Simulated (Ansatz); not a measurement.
**Mg (omega type): how the settings move a single-point run**

Question: which choices in the input matter for Mg (omega type)?

Computed with Ansatz 0.2.0 (reference: DFT, PBE, all-electron LAPW, scalar-relativistic, unless a step's input says otherwise).

2 further runs of the same task are left out: 1 that didn't finish, 1 set aside as unsound or not needed.

### 1 The starting structure

It takes space group P6/mmm (No. 191, hexagonal). The conventional cell has a = 4.828 Å, b = 4.828 Å, c = 2.908 Å, α = 90.00°, β = 90.00°, γ = 120.00°. Mg (site symmetry 6/mmm) is surrounded by 14 Mg at 2.91 to 3.14 Å. Mg (site symmetry -6m2) has 11 Mg at 2.79 to 3.14 Å as nearest neighbours.

Structure file:

```cif
data_structure
_symmetry_space_group_name_H-M 'P 1'
_symmetry_Int_Tables_number 1
_cell_length_a 4.8279
_cell_length_b 4.8279
_cell_length_c 2.9075
_cell_angle_alpha 90.000
_cell_angle_beta 90.000
_cell_angle_gamma 120.000
_cell_volume 58.69
loop_
_atom_site_label
_atom_site_type_symbol
_atom_site_fract_x
_atom_site_fract_y
_atom_site_fract_z
_atom_site_occupancy
Mg1 Mg 0.00000 0.00000 0.00000 1
Mg2 Mg 0.33333 0.66667 0.50000 1
Mg3 Mg 0.66667 0.33333 0.50000 1
```

### 2 The reference run

Contents of input.yaml:

```yaml
crystal:
  lattice:
    - [4.8279476025, 0.0, 0.0]
    - [-2.4139738012, 4.1811252719, 0.0]
    - [0.0, 0.0, 2.9075084444]
  atoms:
    - { symbol: Mg, position: [0.0, 0.0, 0.0] }
    - { symbol: Mg, position: [0.3333333333, 0.6666666667, 0.5] }
    - { symbol: Mg, position: [0.6666666667, 0.3333333333, 0.5] }
kpoints:
  mp_grid: { grid: [7, 7, 10] }
scf:
  occupations: { method: fermi_dirac, width: 0.08 }
hamiltonian:
  xc: pbe
  pseudopotentials: { kind: all_electron, lapw: { basis_error: 0.001 } }
output:
  forces: true
  stress: true
  eigenvalues: true
  populations: true
```

Run with:

```
> ansatz run input.yaml --threads 1 --pin off --max-ram 3072MiB --backend cpu --events-out ev --progress --plain --runs-dir out
```

### 3 Variant: occupations.method gaussian, occupations.width 0.3

Edit input.yaml of step 2 so:

```diff
@@ -12,3 +12,3 @@
 scf:
-  occupations: { method: fermi_dirac, width: 0.08 }
+  occupations: { method: gaussian, width: 0.3 }
 hamiltonian:
```

What does the calculation give? Wanted: for each run, ending; energy change; pressure; gap; force.

The runs gave:

| run | ending | energy change | pressure (GPa) | gap (eV) | force (eV/Å) | cycles | time |
| --- | --- | --- | --- | --- | --- | --- | --- |
| reference | converged | 0 | 8.3 | 0.00 | 0.00 | 6 | 4.9 s |
| 1: occupations.method gaussian, occupations.width 0.3 | converged | -0.8 meV/atom (σ→0) | 8.3 | 0.00 | 0.00 | 6 | 5 s |

Residual by cycle in the longest SCF loop of each run; runs are numbered as in the table. The quantity is the density residual dr2, in eV.

| cycle | reference | run 1 |
| --- | --- | --- |
| 1 | 0.0644 | 0.0641 |
| 2 | 0.0314 | 0.0312 |
| 3 | 6.6e-4 | 6.5e-4 |
| 4 | 5.5e-5 | 5.1e-5 |
| 5 | 6.2e-7 | 6.1e-7 |
| 6 | 8.5e-9 | 8.4e-9 |

**Reading.** Changing the smearing moves the energy by -0.8 meV/atom (σ→0 values).
